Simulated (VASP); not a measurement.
## Si in VASP 6.6.1, single-point calculation

INCAR

```
NBANDS = 11
ENCUT = 520
ISIF = 2
SIGMA = 0.02
IBRION = -1
ISMEAR = -1
ADDGRID = .TRUE.
NELM = 88
LCHARG = .FALSE.
LASPH = .TRUE.
EDIFF = 1E-7
GGA = PE
PREC = Accurate
LWAVE = .FALSE.
NSW = 0
LREAL = .FALSE.
```

KPOINTS

```
KPOINTS created by Atomic Simulation Environment
0
Gamma
8 8 8
0 0 0
```

POSCAR

```
Si
 1.0000000000000000
    -0.1232188892000000    2.7350059511999998    2.7350059511999998
     2.7350059511999998   -0.1232188892000000    2.7350059511999998
     2.7350059511999998    2.7350059511999998   -0.1232188892000000
 Si
   2
Cartesian
 -0.0131897805859840 -0.0131897805859840 -0.0131897805859840
  1.3498880338859838  1.3498880338859838  1.3498880338859840
```

The recommended PBE PAW datasets give the neutral cell 8 valence electrons.

Command

```
mpirun -np 1 vasp_std
```

OSZICAR

```
N       E                     dE             d eps       ncg     rms          rms(c)
DAV:   1     0.576795644904E+01    0.57680E+01   -0.30599E+03  1430   0.550E+02
DAV:   2    -0.103182275074E+02   -0.16086E+02   -0.15224E+02  1873   0.815E+01
DAV:   3    -0.108860012695E+02   -0.56777E+00   -0.56582E+00  1818   0.128E+01
DAV:   4    -0.108909070783E+02   -0.49058E-02   -0.49051E-02  1727   0.149E+00
DAV:   5    -0.108909603003E+02   -0.53222E-04   -0.53221E-04  1797   0.143E-01    0.436E+00
DAV:   6    -0.107896063432E+02    0.10135E+00   -0.59092E-02  1638   0.105E+00    0.264E+00
DAV:   7    -0.107426635068E+02    0.46943E-01   -0.11767E-01  1682   0.157E+00    0.165E-01
DAV:   8    -0.107439769145E+02   -0.13134E-02   -0.83534E-03  1634   0.519E-01    0.107E-01
DAV:   9    -0.107441349202E+02   -0.15801E-03   -0.26882E-04  1825   0.998E-02    0.676E-02
DAV:  10    -0.107442047860E+02   -0.69866E-04   -0.85963E-05  1648   0.492E-02    0.171E-02
DAV:  11    -0.107442064906E+02   -0.17046E-05   -0.60258E-06  1872   0.129E-02    0.813E-03
DAV:  12    -0.107442073970E+02   -0.90638E-06   -0.10063E-06  1628   0.601E-03    0.173E-03
DAV:  13    -0.107442073116E+02    0.85329E-07   -0.13330E-07  1757   0.184E-03
   1 F= -.10744207E+02 E0= -.10744207E+02  d E =-.119233E-05
```

From OUTCAR

```
k-points           NKPTS =     65   k-points in BZ     NKDIM =     65   number of bands    NBANDS=     11

   NELECT =       8.0000    total number of electrons

   dimension x,y,z NGX =    30 NGY =   30 NGZ =   30
   dimension x,y,z NGXF=    60 NGYF=   60 NGZF=   60

  energy-cutoff  :      520.00
  volume of cell :       43.68
      direct lattice vectors                 reciprocal lattice vectors
    -0.123218889  2.735005951  2.735005951    -0.170902338  0.178965169  0.178965169
     2.735005951 -0.123218889  2.735005951     0.178965169 -0.170902338  0.178965169
     2.735005951  2.735005951 -0.123218889     0.178965169  0.178965169 -0.170902338

 k-points in reciprocal lattice and weights: KPOINTS created by Atomic Simulation Env
   0.00000000  0.00000000  0.00000000       0.002
   0.12500000  0.00000000  0.00000000       0.012
   0.25000000  0.00000000  0.00000000       0.012
   0.37500000  0.00000000 -0.00000000       0.012
   0.50000000  0.00000000  0.00000000       0.006
   0.12500000  0.12500000  0.00000000       0.012
   0.25000000  0.12500000  0.00000000       0.023
   0.37500000  0.12500000  0.00000000       0.023
   ...

 E-fermi :   5.3923

 k-point     1 :       0.0000    0.0000    0.0000
  band No.  band energies     occupation
      1      -6.4001      2.00000
      2       4.8558      2.00000
      3       4.8558      2.00000
      4       5.2515      1.99825
      5       6.8960      0.00000
      6       7.2839      0.00000
      7       7.2839      0.00000
      8       8.5110      0.00000
      9      12.6692      0.00000
     10      12.6856      0.00000
     11      12.6856      0.00000

 k-point     2 :       0.1250    0.0000    0.0000
  band No.  band energies     occupation
      1      -6.2176      2.00000
      2       3.2626      2.00000
      3       4.6313      2.00000
      4       4.9398      2.00000
      5       7.1477      0.00000
      6       7.6534      0.00000
      7       8.1825      0.00000
      8       9.1505      0.00000
      9      12.1790      0.00000
     10      12.3496      0.00000
     11      13.3710      0.00000

 k-point     3 :       0.2500    0.0000    0.0000
  band No.  band energies     occupation
      1      -5.6880      2.00000
      2       1.0920      2.00000
      3       4.2562      2.00000
      4       4.4932      2.00000
      5       6.8553      0.00000
      6       8.2070      0.00000
      7       8.7082      0.00000
      8      11.0771      0.00000
      9      11.9352      0.00000
     10      12.6072      0.00000
     11      13.8159      0.00000

 k-point     4 :       0.3750    0.0000   -0.0000
  band No.  band energies     occupation
      1      -4.9095      2.00000
      2      -0.7337      2.00000
      3       3.9940      2.00000
      4       4.1809      2.00000
      5       6.5305      0.00000
      6       8.3027      0.00000
      7       8.7548      0.00000
      8      12.5405      0.00000
      9      12.9534      0.00000
     10      13.4693      0.00000
     11      14.5332      0.00000

 k-point     5 :       0.5000    0.0000    0.0000
  band No.  band energies     occupation
      1      -4.3835      2.00000
      2      -1.6155      2.00000
      3       3.9046      2.00000
      4       4.0732      2.00000
      5       6.4073      0.00000
      6       8.2440      0.00000
      7       8.6945      0.00000
      8      12.7123      0.00000
      9      14.8052      0.00000
     10      14.9835      0.00000
     11      15.0874      0.00000

 ...

  Total       -1.3585358     -1.3585358     -1.3585358      0.8257903      0.8257903      0.8257903
  in kB      -49.8305303    -49.8305303    -49.8305303     30.2896465     30.2896465     30.2896465
  external PRESSURE =     -49.8305303 kB  Pullay stress =       0.0000000 kB

 POSITION                                       TOTAL-FORCE (eV/Angst)
 -----------------------------------------------------------------------------------
      5.33360      5.33360      5.33360        -0.018588     -0.018588     -0.018588
      1.34989      1.34989      1.34989         0.018588      0.018588      0.018588
 -----------------------------------------------------------------------------------
    total drift:                               -0.000000      0.000000     -0.000000

  FREE ENERGIE OF THE ION-ELECTRON SYSTEM (eV)
  ---------------------------------------------------
  free  energy   TOTEN  =       -10.7442073116 eV

  energy  without entropy=      -10.7442061193  energy(sigma->0) =      -10.74420672
```

It converged. Results: gap between bands v and c on the k mesh 0.31 eV; least direct gap on the k mesh 1.64 eV; pressure -5.0 GPa; largest force 0.03 eV/Å. Band v is the last that the valence electrons fill when counted band by band, and c is the next.

For comparison, a separate PBE run of the intended cell, on usual settings and not on those above, gives a gap of 0.31 eV on its mesh and a pressure of -5.0 GPa.

The run above took about 35 s on one core of a shared host (Intel Xeon Platinum 8488C) and held 0.23 GiB at most.
